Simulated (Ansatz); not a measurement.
The system is FeO (Wuestite).

```xyz
2
Lattice="1.5188 0.8769 2.5196 -1.5188 0.8769 2.5196 0.0000 -1.7538 2.5196" Properties=species:S:1:pos:R:3 pbc="T T T"
Fe    0.0000    0.0000    0.0000
O     0.0000    0.0000    3.7794
```

Base run:

* Program: Ansatz 0.2.0
* Functional: RPBE
* Potentials or basis: all-electron LAPW, scalar-relativistic
* Cutoff: 348 eV (chosen from the basis error)
* Basis error allowed: 0.001 eV/atom
* k mesh: 11 × 11 × 11
* Occupations: gaussian, width 0.1 eV
* Spin: collinear spin, ferromagnetic start
* Starting moments: [3.0, 0.0] μB

Its results: band gap on the k mesh none (metal or under the smearing width); pressure 4.2 GPa; net moment 4.00 μB per cell; site moments Fe +3.64; O +0.32 μB.

Question: The run is repeated on the same cell with these changes: functional from RPBE to PBE; occupations from gaussian, width 0.1 eV to gaussian, width 0.05 eV. What comes out?

Answer: Band gap on the k mesh none (metal or under the smearing width); pressure -1.3 GPa; net moment 4.00 μB per cell; site moments Fe +3.63; O +0.32 μB.

Caveats: a cell with one magnetic atom can't hold antiferromagnetic order, which such compounds often take; semilocal functionals often make such compounds metallic where correlation or magnetic order opens a gap, which also shifts bond lengths.
